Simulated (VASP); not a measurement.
SnSe2: equation of state with PBE+D3(BJ)

Crystal: SnSe2.

```
CELL_PARAMETERS angstrom
3.83929 0.00000 0.00000
-1.91965 3.32493 0.00000
0.00000 0.00000 6.01034
ATOMIC_POSITIONS crystal
Sn 0.00000 0.00000 0.00000
Se 0.66667 0.33333 0.73428
Se 0.33333 0.66667 0.26572
```

```yaml
Program: VASP 6.6.1
Task: equation of state
Functional: PBE
Dispersion: D3(BJ)
Potentials_or_basis: VASP PAW PBE potentials, release 64 (Sn_d, Se)
Cutoff: 520 eV
k_mesh: 8 × 8 × 4
Occupations: gaussian, width 0.02 eV
Spin: no spin polarisation
Ladder: gaps
Further_INCAR_settings: ALGO = Fast; EDIFF = 1e-06
```

* Equilibrium volume: 25.57 Å³/atom
* Bulk modulus at fixed shape and positions: 67 GPa
* Pressure derivative of the bulk modulus: 4.9 (rough: it moves with the points fitted)

Energy against volume, from the lowest point:
| volume (Å³/atom) | energy (meV/atom) |
| --- | --- |
| 24.552 | 9.17 |
| 25.063 | 2.18 |
| 25.575 | 0.00 |
| 26.086 | 2.10 |
| 26.598 | 8.01 |

All runs of the series together: 4 min on 1 thread of Intel(R) Xeon(R) Platinum 8259CL CPU @ 2.50GHz (Skylake/Cascade Lake) (shared host).

Caveat: the cell was scaled at fixed shape and fractional positions, which overstates the stiffness of a crystal with free parameters, most of all of layers and chains.
